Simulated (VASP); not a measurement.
Runs of VASP 6.6.1 on BN. The structure is cubic, space group F-43m (No. 216). Conventional cell: a = 3.626 Å, b = 3.626 Å, c = 3.626 Å, α = 90.00°, β = 90.00°, γ = 90.00°. N (site symmetry -43m) has 4 B at 1.57 Å as nearest neighbours. B (site symmetry -43m) has 4 N at 1.57 Å as nearest neighbours. The cell is a database's computed one.

```tsv
task	level	cell	cutoff (eV)	smearing	gap on the mesh (eV)	pressure (GPa)	relaxed volume (Å³/atom)
relaxation of cell and atoms	PBEsol+D3	relaxed	600	fermi-dirac 0.05 eV	4.37	0.0	5.83
relaxation of cell and atoms	PBE+rVV10	relaxed	600	fermi-dirac 0.05 eV	4.47	0.0	5.93
relaxation of cell and atoms	PBE+D3(BJ)	relaxed	600	fermi-dirac 0.05 eV	4.54	0.0	5.86
relaxation of cell and atoms	PBE+TS	relaxed	600	fermi-dirac 0.05 eV	4.55	-0.2	5.84
relaxation of cell and atoms	PBE+D4	relaxed	600	fermi-dirac 0.05 eV	4.54	0.0	5.86
relaxation of cell and atoms	PBEsol+D3(BJ)	relaxed	600	fermi-dirac 0.05 eV	4.37	0.0	5.80
single point	PBE	as given	520	gaussian 0.028 eV	(a)	-0.2	-
relaxation of cell and atoms	PBE+MBD	relaxed	600	fermi-dirac 0.05 eV	4.54	-0.5	(b)
relaxation of cell and atoms	PBE+D3	relaxed	600	fermi-dirac 0.05 eV	4.53	0.0	5.90
```

Alike in all rows: potentials or basis VASP PAW PBE potentials, release 64 (N, B); no spin polarisation; k mesh 13 × 13 × 13.

Task: Fill in the values left out.

Result: (a) 4.52; (b) 5.85.

Caveats: an odd mesh through Γ misses points on the zone boundary, where band edges often lie; the PAW data sets were made with another functional, which shifts forces and pressure a little (some runs).
